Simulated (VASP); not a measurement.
VASP 6.6.1 run: PbS

INCAR

```
LCHARG = .FALSE.
LWAVE = .FALSE.
GGA = PE
ISMEAR = -1
SIGMA = 0.02
EDIFF = 1E-7
ISIF = 2
ENCUT = 520
LASPH = .TRUE.
PREC = Accurate
NSW = 0
NELM = 120
LREAL = .TRUE.
IBRION = -1
NBANDS = 17
```

KPOINTS

```
KPOINTS created by Atomic Simulation Environment
0
Gamma
8 8 8
0 0 0
```

POSCAR

```
Pb S
 1.0000000000000000
     0.0000000000000000    2.9872326761987287    2.9872326761987287
     2.9872326761987287   -0.0000000000000000    2.9872326761987287
     2.9872326761987287    2.9872326761987287   -0.0000000000000000
 Pb  S
   1   1
Cartesian
  0.0000000000000000  0.0000000000000000  0.0000000000000000
  2.9872326761987287  2.9872326761987287  2.9872326761987287
```

The recommended PBE PAW datasets give the neutral cell 20 valence electrons.

Command

```
mpirun -np 1 vasp_std
```

Q: Predict the outcome of this run.

A: It converged. Results: gap between bands v and c on the k mesh 0.44 eV; least direct gap on the k mesh 0.44 eV; pressure 0.9 GPa. Band v is the last that the valence electrons fill when counted band by band, and c is the next.

OSZICAR

```
N       E                     dE             d eps       ncg     rms          rms(c)
DAV:   1     0.159683688260E+03    0.15968E+03   -0.96430E+03   986   0.124E+03
DAV:   2     0.336925103980E+01   -0.15631E+03   -0.15109E+03  1052   0.317E+02
DAV:   3    -0.895674410879E+01   -0.12326E+02   -0.12045E+02  1342   0.935E+01
DAV:   4    -0.925758116302E+01   -0.30084E+00   -0.30065E+00  1241   0.160E+01
DAV:   5    -0.926940850385E+01   -0.11827E-01   -0.11827E-01  1531   0.306E+00    0.446E+00
DAV:   6    -0.876314115310E+01    0.50627E+00   -0.14601E+00  1535   0.802E+00    0.314E+00
DAV:   7    -0.876414743105E+01   -0.10063E-02   -0.14257E-01  1150   0.187E+00    0.183E+00
DAV:   8    -0.876790526972E+01   -0.37578E-02   -0.16731E-02  1172   0.138E+00    0.293E-01
DAV:   9    -0.876737023077E+01    0.53504E-03   -0.36849E-03  1550   0.520E-01    0.847E-02
DAV:  10    -0.876756475574E+01   -0.19452E-03   -0.39090E-04  1095   0.113E-01    0.590E-02
DAV:  11    -0.876757126681E+01   -0.65111E-05   -0.63355E-05  1368   0.857E-02    0.169E-02
DAV:  12    -0.876757214614E+01   -0.87933E-06   -0.45420E-06  1265   0.220E-02    0.386E-03
DAV:  13    -0.876757213860E+01    0.75408E-08   -0.24918E-07  1303   0.495E-03
   1 F= -.87675721E+01 E0= -.87675721E+01  d E =-.120886E-06
```

Standard output (part)

```
POSCAR found type information on POSCAR PbS
 POSCAR found :  2 types and       2 ions
|     You have a (more or less) 'small supercell' and for smaller cells       |
|     it is recommended to use the reciprocal-space projection scheme!        |
|     The real-space optimization is not efficient for small cells and it     |
|     is also less accurate ...                                               |
|     Therefore, set LREAL=.FALSE. in the INCAR file.                         |
|     The real-space projection scheme for the treatment of the non-local     |
|     real-space optimization of all non-local projectors! BE WARNED that     |
|     a calculation using the real-space projection scheme together with      |
|     non-local projectors which were not real-space optimized (according     |
|     to the plane-wave cutoff used in this calculation) might give more      |
|     or less inaccurate results. I hope you know what you are doing.         |
 LDA part: xc-table for (Slater+PW92), standard interpolation
 POSCAR, INCAR and KPOINTS ok, starting setup
 WAVECAR not read
 entering main loop
```

For comparison, a separate PBE run of the intended cell, on usual settings and not on those above, gives a gap of 0.44 eV on its mesh and a pressure of 0.9 GPa.
